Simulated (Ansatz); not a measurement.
# KZnF3 in Ansatz: the effect of functional

KZnF3:

```
CELL_PARAMETERS angstrom
4.07682 0.00000 0.00000
0.00000 4.07682 0.00000
0.00000 0.00000 4.07682
ATOMIC_POSITIONS crystal
Zn 0.50000 0.50000 0.50000
K 0.00000 0.00000 0.00000
F 0.50000 0.00000 0.50000
F 0.00000 0.50000 0.50000
F 0.50000 0.50000 0.00000
```

The cell isn't the ideal one: volume scaled by 1.02.

Alike in all runs:

```yaml
Program: Ansatz 0.2.0
Task: single point
Potentials_or_basis: Ansatz PAW
k_mesh: 7 × 7 × 7
Occupations: fermi-dirac, width 0.05 eV
Spin: no spin polarisation
```

```csv
functional,cutoff,gap on the mesh (eV),pressure (GPa)
PBEsol,420 eV (not typed: the program's choice for these potentials),3.77,-1.4
LDA,420 eV (not typed: the program's choice for these potentials),?,?
r2SCAN,500 eV (not typed: the program's choice for these potentials),4.69,-1.8
```

Q: What does the run with functional LDA give?

A: gap on the mesh 3.69 eV; pressure -6.2 GPa.

Caveats: odd divisions of the mesh miss points on the zone boundary, where band edges often lie, so the gap on the mesh can be too wide; the PAW data sets come from PBE, with cores solved anew for the run's functional, which leaves a small shift of forces and pressure.

A k mesh can miss the band edges.

Runs at the PBE level aren't shown here.
